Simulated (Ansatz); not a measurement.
Relaxed ZnTe (zinc blende):

```
CELL_PARAMETERS angstrom
      0.00000     3.05670     3.05670
      3.05670     0.00000     3.05670
      3.05670     3.05670     0.00000
ATOMIC_POSITIONS crystal
  Te 0.75000 0.75000 0.75000
  Zn 0.00000 0.00000 0.00000
```

In this cell atom 2 (Zn, nearest neighbour Te at 2.647 Å; its periodic images, 4.3 Å or more away, move with it) is moved by s along Cartesian [110], unit vector (0.707, 0.707, 0.000); all other atoms and the cell stay fixed.

These are r2SCAN (plane waves to 500 eV, PAW, scalar-relativistic; Ansatz, a quantum-chemistry and plane-wave program) values and carry that method's errors. k mesh 8×8×8 (Γ-centred), Fermi-Dirac smearing 0.05 eV. The energy includes the smearing's −TS. Spin-orbit coupling is left out, though Te is heavy. ZnTe was relaxed with its symmetry unable to fall. ΔE is measured from the undisplaced structure.

| s (Å) | ΔE (meV/cell) |
|---|---|
| -0.260 | 173.2 |
| -0.208 | withheld |
| -0.156 | 60.9 |
| -0.104 | 26.9 |
| -0.052 | 6.7 |
| 0.000 | 0.0 |
| 0.052 | 6.7 |
| 0.104 | 26.9 |
| 0.156 | 60.9 |
| 0.208 | withheld |
| 0.260 | 173.2 |

### Question
Fit an even polynomial form (powers 2, 4) to the given rows and predict ΔE at s = 0.208.

### Answer
Least squares on the 9 given rows: ΔE = (2470)·s² + (1363)·s⁴, in meV/cell with s in Å; root-mean-square residual 0.02 meV/cell. At 0.208 the fit gives 109.4 meV/cell; the calculation gives 109.4 meV/cell, the same to the digits shown. The quadratic term alone would give 106.9 meV/cell.

(For displaced atoms, the force is minus the slope of the energy, and its curvature is a force constant, which sets phonon frequencies.)
